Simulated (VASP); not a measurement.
Given:

```yaml
crystal:
  lattice:
    - [4.42423, 0.00000, 0.00000]
    - [0.00000, 4.42423, 0.00000]
    - [0.00000, 0.00000, 2.88726]
  atoms:
    - { symbol: Ge, position: [0.00000, 0.00000, 0.00000] }
    - { symbol: Ge, position: [0.50000, 0.50000, 0.50000] }
    - { symbol: O, position: [0.30623, 0.30623, 0.00000] }
    - { symbol: O, position: [0.80623, 0.19377, 0.50000] }
    - { symbol: O, position: [0.19377, 0.80623, 0.50000] }
    - { symbol: O, position: [0.69377, 0.69377, 0.00000] }
```

Calculation: PBEsol GGA, VASP's PBE PAW potentials (set 64) (plane waves; VASP). Settings: 520 eV cut-off, 6×6×9 Γ-centred mesh, tetrahedra with Blöchl corrections, potentials Ge_d O.

Problem. Predict the energy per atom (σ→0), band gap (on the k-mesh) with the smallest direct gap where there is one.

Solution. 
```json
{
 "band gap (on the k-mesh)": "1.57 eV",
 "smallest direct gap (on the k-mesh)": "1.57 eV",
 "energy per atom (σ→0)": "-6.860 eV/atom"
}
```

Only differences to runs with the same potentials and settings are physical.

The compound is GeO2 in the rutile structure. It was relaxed first.
